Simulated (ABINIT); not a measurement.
Crystal: TePb.

```
CELL_PARAMETERS angstrom
4.00229 0.00000 0.00000
0.00000 4.00229 0.00000
0.00000 0.00000 4.00229
ATOMIC_POSITIONS crystal
Pb 0.00000 0.00000 0.00000
Te 0.50000 0.50000 0.50000
```

Measurements of this composition are mostly on another form, of space group No. 225.

Program: ABINIT 10.8.3 (patched build). Alike in all runs: cell as given; smearing fermi-dirac 0.05 eV. Hardware: 1 thread of Intel(R) Xeon(R) Platinum 8488C (Sapphire Rapids), on a shared host.

Question: Order these runs on this cell by their wall time, lowest first.
A. task single point; level LDA; potentials or basis JTH PAW LDA v2.0; spin off; k mesh 4 × 4 × 4; cutoff (eV) 463; fine-grid cutoff 925.187 eV; mesh quality coarse
B. task band structure; level PBEsol; potentials or basis JTH PAW PBE v2.0; spin SOC, no magnetisation; k mesh 7 × 7 × 7; cutoff (eV) 599; fine-grid cutoff 1197.3 eV; mesh quality not flagged
C. task band structure; level rPW86PBE; potentials or basis JTH PAW PBE v2.0; spin off; k mesh 7 × 7 × 7; cutoff (eV) 599; fine-grid cutoff 1197.3 eV; mesh quality not flagged

Answer: A (4.9 s), C (49 s), B (210 s).

Caveats: some runs use coarse meshes.
